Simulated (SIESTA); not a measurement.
Runs of SIESTA 5.4.2 on ZrO2. Symmetry: P4_2/nmc, No. 137, tetragonal system. The conventional cell has a = 3.596 Å, b = 3.596 Å, c = 5.177 Å, α = 90.00°, β = 90.00°, γ = 90.00°. Around Zr (site symmetry -4m2) lie 8 O at 2.08 to 2.37 Å. Around O (site symmetry 2mm) lie 4 Zr at 2.08 to 2.37 Å. 

| potentials or basis | gap on the mesh (eV) | pressure (GPa) | largest force (eV/Å) |
| --- | --- | --- | --- |
| PseudoDojo 0.4 standard (PBE files), TZDP (energy shift 0.003 Ry; two zetas on semicore shells) | 3.90 | 9.3 | 0.12 |
| PseudoDojo 0.4 standard (PBE files), SZP (energy shift 0.003 Ry) | (c) | 13.9 | 0.11 |
| PseudoDojo 0.4 standard (PBE files), SZ (energy shift 0.003 Ry) | 2.92 | 7.6 | 0.17 |
| PseudoDojo 0.4 standard (PBE files), DZ (energy shift 0.003 Ry; two zetas on semicore shells) | 3.87 | 11.3 | 0.30 |
| PseudoDojo 0.4 standard (PBE files), DZP (energy shift 0.003 Ry; two zetas on semicore shells) | 3.84 | (b) | 0.24 |
| PseudoDojo 0.4 standard (PBE files), TZP (energy shift 0.003 Ry; two zetas on semicore shells) | 3.88 | 9.4 | 0.11 |
| PseudoDojo 0.4 standard (PBE files), DZDP (energy shift 0.003 Ry; two zetas on semicore shells) | 3.87 | 10.6 | (a) |

Alike in all rows: task single point; level PBE; no spin polarisation; cell as given; k mesh 7 × 7 × 5; smearing fermi-dirac 0.05 eV; grid cutoff 800 Ry; energy shift 0.003 Ry.

Task: Fill in the values left out.

Result: (a) 0.22; (b) 11.2; (c) 3.38.

Caveats: an odd mesh through Γ misses points on the zone boundary, where band edges often lie; the basis of atomic orbitals isn't converged, which shifts pressures, moduli and gaps; the basis has no polarisation orbitals (some runs).

A k mesh can miss the band edges, and the runs leave out spin-orbit coupling on Zr.
